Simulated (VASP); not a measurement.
# CO2 (I-42d) in VASP: further runs, part 2 of 2

VASP 6.6.1. Earlier steps stand in the parts before.

## 4. Relaxation of shape and atoms at fixed volume, PBE

File INCAR:

```
SYSTEM = CO2
ALGO = Normal
EDIFF = 1E-7
EDIFFG = -0.01
ENCUT = 300
GGA = PE
IBRION = 2
ISIF = 4
ISMEAR = 0
KPAR = 2
LASPH = .TRUE.
LCHARG = .FALSE.
LREAL = .FALSE.
LWAVE = .FALSE.
NELM = 80
NSW = 40
PREC = Accurate
SIGMA = 0.03
```

File KPOINTS:

```
k-points
0
G
  6 6 6
  0 0 0
```

File POSCAR:

```
CO2                                     
1.0
   -1.9528253767      1.9528253767      3.0317065696
    1.9528253767     -1.9528253767      3.0317065696
    1.9528253767      1.9528253767     -3.0317065696
  C               O             
     2     4
Direct
     0.0000000000000000    0.0000000000000000    0.0000000000000000
     0.7500000000000000    0.2500000000000000    0.5000000000000000
     0.3750000000000000    0.2984129707713511    0.4234129707713511
     0.7015870292286487    0.1250000000000000    0.0765870292286488
     0.8750000000000000    0.9515870292286487    0.5765870292286487
     0.0484129707713512    0.6250000000000000    0.9234129707713513
```

Potentials or basis: VASP PAW PBE potentials, release 64 (C_s, O_s).

Run with:

```console
> cat potpaw_PBE.64/C_s/POTCAR potpaw_PBE.64/O_s/POTCAR > POTCAR
> mpirun -np 2 vasp_std > vasp.out
```

OUTCAR:

```text
SYSTEM = CO2
   EDIFF = 1E-7
   EDIFFG = -0.01
   ENCUT = 300
   GGA = PE
   IBRION = 2
   ISIF = 4
   ISMEAR = 0
   LASPH = .TRUE.
   LREAL = .FALSE.
   NELM = 80
   NSW = 40
   PREC = Accurate

 ion  position               nearest neighbor table
   1  0.000  0.000  0.000-   3 1.41   6 1.41   5 1.41   4 1.41
   2  0.750  0.250  0.500-   3 1.41   6 1.41   5 1.41   4 1.41
   3  0.375  0.298  0.423-   1 1.41   2 1.41
   4  0.702  0.125  0.077-   1 1.41   2 1.41
   5  0.875  0.952  0.577-   1 1.41   2 1.41
   6  0.048  0.625  0.923-   1 1.41   2 1.41

  LATTYP: Found a body centered tetragonal cell.
 ALAT       =     3.9056507534
 C/A-ratio  =     1.5524719239

  Lattice vectors:

 A1 = (  -1.9528253767,   1.9528253767,   3.0317065696)
 A2 = (   1.9528253767,  -1.9528253767,   3.0317065696)
 A3 = (   1.9528253767,   1.9528253767,  -3.0317065696)

Analysis of symmetry for initial positions (statically):
=====================================================================
 Subroutine PRICEL returns:
 Original cell was already a primitive cell.

 Routine SETGRP: Setting up the symmetry group for a
 body centered tetragonal supercell.

[... 180 lines left out ...]
------------------------ aborting loop because EDIFF is reached ----------------------------------------

  FORCE on cell =-STRESS in cart. coord.  units (eV):
  Direction    XX          YY          ZZ          XY          YZ          ZX
  --------------------------------------------------------------------------------------
  -------------------------------------------------------------------------------------
  Total        0.8130024      0.8130024      0.2278130      0.0000000      0.0000000      0.0000000
  in kB       28.1662118     28.1662118      7.8925085      0.0000000      0.0000000      0.0000000
  external PRESSURE =      21.4083107 kB  Pullay stress =       0.0000000 kB
[... 147 lines left out ...]
--------------------------------------- Ionic step        5  -------------------------------------------

 number of electron      31.9999981 magnetization

 Free energy of the ion-electron system (eV)
  ---------------------------------------------------
  ext. energy  EPLUGINS =         0.00000000
  ---------------------------------------------------
  free energy    TOTEN  =       -42.73602596 eV

  energy without entropy =      -42.73602596  energy(sigma->0) =      -42.73602596

 E-fermi :   3.3278     XC(G=0): -11.1969

 val. band max:        3.1704651298   @ k =   0.5000   0.0000   0.0000
 cond. band min:      10.6637223950   @ k =   0.0000   0.0000   0.0000
 fundamental gap:      7.4932572651
 Fermi energy:         3.3278444594

 k-point     1 :       0.0000    0.0000    0.0000
  band No.  band energies     occupation
      1     -20.8384      2.00000
      2     -15.7730      2.00000
      3     -15.7730      2.00000
      4     -15.1190      2.00000
      5     -11.2544      2.00000
      6      -6.3846      2.00000
[... 541 lines left out ...]
     19      12.2653      0.00000
     20      13.1306      0.00000

 [... further k-points ...]
[... 5 lines left out ...]
  --------------------------------------------------------------------------------------
  -------------------------------------------------------------------------------------
  Total        0.7809800      0.7809800      0.7766818      0.0000000     -0.0000000      0.0000000
  in kB       27.0568046     27.0568046     26.9078967      0.0000000     -0.0000000      0.0000000
  external PRESSURE =      27.0071687 kB  Pullay stress =       0.0000000 kB
[... 21 lines left out ...]
  FREE ENERGIE OF THE ION-ELECTRON SYSTEM (eV)
  ---------------------------------------------------
  free  energy   TOTEN  =       -42.7360259585 eV

  energy  without entropy=      -42.7360259585  energy(sigma->0) =      -42.73602596

 reached required accuracy - stopping structural energy minimisation
```

OSZICAR:

```text
N       E                     dE             d eps       ncg     rms          rms(c)
DAV:   1     0.185419053637E+03    0.18542E+03   -0.13176E+04  1200   0.108E+03
DAV:   2    -0.372994360913E+02   -0.22272E+03   -0.21658E+03  1400   0.434E+02
[... 42 lines left out ...]
       N       E                     dE             d eps       ncg     rms          rms(c)
DAV:   1    -0.427360178834E+02   -0.13379E-04   -0.54675E-03  1200   0.670E-01    0.510E-02
DAV:   2    -0.427360262207E+02   -0.83374E-05   -0.19631E-04  1428   0.135E-01    0.652E-02
DAV:   3    -0.427360258343E+02    0.38642E-06   -0.31605E-06  1428   0.221E-02    0.471E-02
DAV:   4    -0.427360257349E+02    0.99392E-07   -0.29234E-06  1424   0.204E-02    0.116E-02
DAV:   5    -0.427360259200E+02   -0.18504E-06   -0.41538E-07  1216   0.552E-03    0.568E-03
DAV:   6    -0.427360259585E+02   -0.38537E-07   -0.99480E-09   636   0.115E-03
   5 F= -.42736026E+02 E0= -.42736026E+02  d E =-.587034E-04
```

Wall time 25 s (2 MPI ranks of AMD EPYC 7R13 (Zen 3), shared host); peak memory 0.11 GiB.

The run converged, but some of its settings lie outside the range that counts as converged, so its numbers aren't taken as properties of the crystal.

What came out:

```
Free energy               : -42.7360 eV
Energy gained by relaxing : 0.4 meV/atom
Ionic steps               : 5
Band gap on the k mesh    : 7.49 eV, indirect (least direct gap 7.88 eV)
```

Caveat: the cutoff is under 1.25 times the usual one of these potentials, so pressure, stress and relaxed cells hold a basis-set (Pulay) error.

## 5. Relaxation of shape and atoms at fixed volume, PBE (a relaxed cell with its volume scaled by 1.02)

INCAR is that of step 4.

KPOINTS is that of step 4.

Edit POSCAR of step 4 so:

```diff
@@ -2,5 +2,5 @@
 1.0
-   -1.9528253767      1.9528253767      3.0317065696
-    1.9528253767     -1.9528253767      3.0317065696
-    1.9528253767      1.9528253767     -3.0317065696
+   -1.9657583720      1.9657583720      3.0517846817
+    1.9657583720     -1.9657583720      3.0517846817
+    1.9657583720      1.9657583720     -3.0517846817
   C               O
```

Potentials or basis: VASP PAW PBE potentials, release 64 (C_s, O_s).

Run with:

```console
> cat potpaw_PBE.64/C_s/POTCAR potpaw_PBE.64/O_s/POTCAR > POTCAR
> mpirun -np 2 vasp_std > vasp.out
```

OUTCAR:

```text
SYSTEM = CO2
   EDIFF = 1E-7
   EDIFFG = -0.01
   ENCUT = 300
   GGA = PE
   IBRION = 2
   ISIF = 4
   ISMEAR = 0
   LASPH = .TRUE.
   LREAL = .FALSE.
   NELM = 80
   NSW = 40
   PREC = Accurate

 ion  position               nearest neighbor table
   1  0.000  0.000  0.000-   3 1.42   4 1.42   5 1.42   6 1.42
   2  0.750  0.250  0.500-   5 1.42   6 1.42   3 1.42   4 1.42
   3  0.375  0.298  0.423-   1 1.42   2 1.42
   4  0.702  0.125  0.077-   1 1.42   2 1.42
   5  0.875  0.952  0.577-   2 1.42   1 1.42
   6  0.048  0.625  0.923-   2 1.42   1 1.42

  LATTYP: Found a body centered tetragonal cell.
 ALAT       =     3.9315167440
 C/A-ratio  =     1.5524719239

  Lattice vectors:

 A1 = (  -1.9657583720,   1.9657583720,   3.0517846817)
 A2 = (   1.9657583720,  -1.9657583720,   3.0517846817)
 A3 = (   1.9657583720,   1.9657583720,  -3.0517846817)

Analysis of symmetry for initial positions (statically):
=====================================================================
 Subroutine PRICEL returns:
 Original cell was already a primitive cell.

 Routine SETGRP: Setting up the symmetry group for a
 body centered tetragonal supercell.

 Subroutine GETGRP returns: Found  8 space group operations
 (whereof  4 operations were pure point group operations)
 out of a pool of 16 trial point group operations.

The static configuration has the point symmetry S_4 .
 The point group associated with its full space group is D_2d.

Analysis of symmetry for dynamics (positions and initial velocities):
=====================================================================
 Subroutine PRICEL returns:
 Original cell was already a primitive cell.

 Routine SETGRP: Setting up the symmetry group for a
 body centered tetragonal supercell.

 Subroutine GETGRP returns: Found  8 space group operations
 (whereof  4 operations were pure point group operations)
 out of a pool of 16 trial point group operations.

The dynamic configuration has the point symmetry S_4 .
[... 131 lines left out ...]
  Thomas-Fermi vector in A             =   2.557431
   LORBIT       =      0    0 simple, 1 ext, 2 COOP (PROOUT), +10 PAW based schemes
   GGA     = PE    functional components
   LHFCALC =     F    Hartree Fock is set to
   AEXX    =    0.0000 exact exchange contribution
   IVDW    =     0    specifies the selected vdW correction
   LEPSILON=     F    determine dielectric tensor
   LRPA    =     F    only Hartree local field effects (RPA)
 conjugate gradient relaxation of ions
 non-spin polarized calculation
 Gauss-broadening in eV      SIGMA  =   0.03
  energy-cutoff  :      300.00
  volume of cell :       47.17
 maximum number of plane-waves:       576
   NGX = 11   NGY = 11   NGZ = 11

--------------------------------------- Ionic step        1  -------------------------------------------

 number of electron      31.9999981 magnetization

 Free energy of the ion-electron system (eV)
  ---------------------------------------------------
  ext. energy  EPLUGINS =         0.00000000
  ---------------------------------------------------
  free energy    TOTEN  =       -42.75385897 eV

  energy without entropy =      -42.75385897  energy(sigma->0) =      -42.75385897

------------------------ aborting loop because EDIFF is reached ----------------------------------------

  FORCE on cell =-STRESS in cart. coord.  units (eV):
  Direction    XX          YY          ZZ          XY          YZ          ZX
  --------------------------------------------------------------------------------------
  -------------------------------------------------------------------------------------
  Total       -0.7531511     -0.7531511     -1.2540536      0.0000000     -0.0000000      0.0000000
  in kB      -25.5810620    -25.5810620    -42.5944039      0.0000000     -0.0000000      0.0000000
  external PRESSURE =     -31.2521760 kB  Pullay stress =       0.0000000 kB
[... 147 lines left out ...]
--------------------------------------- Ionic step        5  -------------------------------------------

 number of electron      31.9999959 magnetization

 Free energy of the ion-electron system (eV)
  ---------------------------------------------------
  ext. energy  EPLUGINS =         0.00000000
  ---------------------------------------------------
  free energy    TOTEN  =       -42.76723404 eV

  energy without entropy =      -42.76723404  energy(sigma->0) =      -42.76723404

 E-fermi :   3.0686     XC(G=0): -11.0728

 val. band max:        2.9377953769   @ k =   0.5000  -0.0000   0.0000
 cond. band min:      10.4155945606   @ k =   0.0000   0.0000   0.0000
 fundamental gap:      7.4777991837
 Fermi energy:         3.0685898382

 k-point     1 :       0.0000    0.0000    0.0000
  band No.  band energies     occupation
      1     -20.9420      2.00000
      2     -15.9542      2.00000
      3     -15.9542      2.00000
      4     -15.3105      2.00000
      5     -11.4882      2.00000
      6      -6.5606      2.00000
[... 541 lines left out ...]
     19      11.9694      0.00000
     20      12.7457      0.00000

 [... further k-points ...]
[... 5 lines left out ...]
  --------------------------------------------------------------------------------------
  -------------------------------------------------------------------------------------
  Total       -0.0418601     -0.0418601     -0.0467797      0.0000000      0.0000000      0.0000000
  in kB       -1.4217926     -1.4217926     -1.5888904      0.0000000      0.0000000      0.0000000
  external PRESSURE =      -1.4774919 kB  Pullay stress =       0.0000000 kB
[... 21 lines left out ...]
  FREE ENERGIE OF THE ION-ELECTRON SYSTEM (eV)
  ---------------------------------------------------
  free  energy   TOTEN  =       -42.7672340362 eV

  energy  without entropy=      -42.7672340362  energy(sigma->0) =      -42.76723404

 reached required accuracy - stopping structural energy minimisation
```

CONTCAR:

```text
CO2
   1.00000000000000
    -1.9779184914918053    1.9779184914918053    3.0143756667528701
     1.9779184914918053   -1.9779184914918053    3.0143756667528701
     1.9779184914918053    1.9779184914918053   -3.0143756667528701
  C               O
     2     4
Direct
     0.0000000000000000    0.0000000000000000    0.0000000000000000
     0.7500000000000000    0.2500000000000000    0.5000000000000000
     0.3750000000000000    0.2940436251614672    0.4190436251614672
     0.7059563748385328    0.1250000000000000    0.0809563748385328
     0.8750000000000000    0.9559563748385328    0.5809563748385328
     0.0440436251614672    0.6250000000000000    0.9190436251614672

  0.00000000E+00  0.00000000E+00  0.00000000E+00
  0.00000000E+00  0.00000000E+00  0.00000000E+00
  0.00000000E+00  0.00000000E+00  0.00000000E+00
  0.00000000E+00  0.00000000E+00  0.00000000E+00
  0.00000000E+00  0.00000000E+00  0.00000000E+00
  0.00000000E+00  0.00000000E+00  0.00000000E+00
```

Wall time 26 s (2 MPI ranks of AMD EPYC 7R13 (Zen 3), shared host); peak memory 0.11 GiB.

The run converged, but some of its settings lie outside the range that counts as converged, so its numbers aren't taken as properties of the crystal.

What came out:

* Free energy: -42.7672 eV
* Energy gained by relaxing: 2.2 meV/atom
* Ionic steps: 5
* Band gap on the k mesh: 7.48 eV, indirect (least direct gap 7.89 eV)

Caveat: the cutoff is under 1.25 times the usual one of these potentials, so pressure, stress and relaxed cells hold a basis-set (Pulay) error.

## 6. Relaxation of shape and atoms at fixed volume, PBE (a relaxed cell with its volume scaled by 1.04)

INCAR is that of step 5.

KPOINTS is that of step 5.

Edit POSCAR of step 5 so:

```diff
@@ -2,5 +2,5 @@
 1.0
-   -1.9657583720      1.9657583720      3.0517846817
-    1.9657583720     -1.9657583720      3.0517846817
-    1.9657583720      1.9657583720     -3.0517846817
+   -1.9785233944      1.9785233944      3.0716020206
+    1.9785233944     -1.9785233944      3.0716020206
+    1.9785233944      1.9785233944     -3.0716020206
   C               O
```

Potentials or basis: VASP PAW PBE potentials, release 64 (C_s, O_s).

Run with:

```console
> cat potpaw_PBE.64/C_s/POTCAR potpaw_PBE.64/O_s/POTCAR > POTCAR
> mpirun -np 2 vasp_std > vasp.out
```

It took 27 s on 2 MPI ranks of AMD EPYC 7R13 (Zen 3), shared host; peak memory 0.11 GiB.

The run converged, but some of its settings lie outside the range that counts as converged, so its numbers aren't taken as properties of the crystal.

What came out:

- Free energy: -42.7799 eV
- Energy gained by relaxing: 6.2 meV/atom
- Ionic steps: 5
- Largest force after relaxing: 0.003 eV/Å
- Band gap on the k mesh: 7.46 eV, indirect (least direct gap 7.84 eV)

Caveat: the cutoff is under 1.25 times the usual one of these potentials, so pressure, stress and relaxed cells hold a basis-set (Pulay) error.
